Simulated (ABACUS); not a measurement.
Input of an ABACUS 3.10.1 run:

The input run_abacus.py:

```python
"""ABACUS run from a structure file: ASE reads it, the script writes STRU, KPT and INPUT."""
import re
import subprocess
from ase.io import read
from ase.units import Bohr

atoms = read("Ag.xyz")
atoms = atoms[(-atoms.numbers).argsort(kind="stable")]  # ABACUS lists atoms element by element
pseudo = {'Ag': 'Ag.upf'}
orbital = {}
magmoms = None
kmesh = [9, 9, 9]
params = {
    'suffix': 'Ag',
    'calculation': 'scf',
    'basis_type': 'pw',
    'pseudo_dir': './',
    'symmetry': 1,
    'dft_functional': 'GGA_X_B86_MGC+GGA_C_PBE',
    'ecutwfc': 82,
    'pseudo_rcut': 10,
    'nspin': 1,
    'nbands': 20,
    'ks_solver': 'dav',
    'smearing_method': 'fd',
    'smearing_sigma': 0.00367493,
    'scf_thr': 1e-08,
    'scf_nmax': 100,
    'mixing_type': 'broyden',
    'mixing_beta': 0.7,
    'cal_force': 1,
    'cal_stress': 1,
    'out_chg': 1,
    'out_pot': 2,
    'out_elf': 1,
}

symbols = atoms.get_chemical_symbols()
elements = list(dict.fromkeys(symbols))
lines = ["ATOMIC_SPECIES"] + [f"{e} {atoms.get_masses()[symbols.index(e)]:.4f} {pseudo[e]}" for e in elements]
if orbital:
    lines += ["", "NUMERICAL_ORBITAL"] + [orbital[e] for e in elements]
lines += ["", "LATTICE_CONSTANT", f"{1 / Bohr:.10f}", "", "LATTICE_VECTORS"]
lines += [" ".join(f"{x:.10f}" for x in v) for v in atoms.cell]
lines += ["", "ATOMIC_POSITIONS", "Direct"]
for e in elements:
    lines += ["", e, "0.0", str(symbols.count(e))]
    for i, p in enumerate(atoms.get_scaled_positions(wrap=False)):
        if symbols[i] == e:
            mag = "" if magmoms is None else " mag " + " ".join(str(x) for x in (magmoms[i] if isinstance(magmoms[i], list) else [magmoms[i]]))
            lines.append(" ".join(f"{x:.10f}" for x in p) + " 1 1 1" + mag)
open("STRU", "w").write("\n".join(lines) + "\n")
open("KPT", "w").write("K_POINTS\n0\nGamma\n%d %d %d 0 0 0\n" % tuple(kmesh))
open("INPUT", "w").write("INPUT_PARAMETERS\n" + "".join(f"{k:<20s}{v}\n" for k, v in params.items()))

done = subprocess.run(['mpirun', '-np', '4', 'abacus'])
if done.returncode:
    raise SystemExit(done.returncode)
log = open("OUT.Ag/running_scf.log").read()
print("final energy (eV):", re.findall(r"FINAL_ETOT_IS (\S+)", log))
```

Ag.xyz

```xyz
1
Lattice="0.0000000000 2.0427500000 2.0427500000 2.0427500000 0.0000000000 2.0427500000 2.0427500000 2.0427500000 0.0000000000" Properties=species:S:1:pos:R:3 pbc="T T T"
Ag     0.0000000000      0.0000000000      0.0000000000
```

Potentials or basis: PseudoDojo NC SR 0.5 PBE standard, plane waves.

Launch:

```sh
$ OMP_NUM_THREADS=1 python run_abacus.py > log
```

(1) What does it give for the band gap on the k mesh?

(2) Estimate the pressure.

## Answers

(1) none (metal or under the smearing width).

(2) 5.6 GPa.

Caveat: the potentials were made for another functional, which shifts forces and pressure.
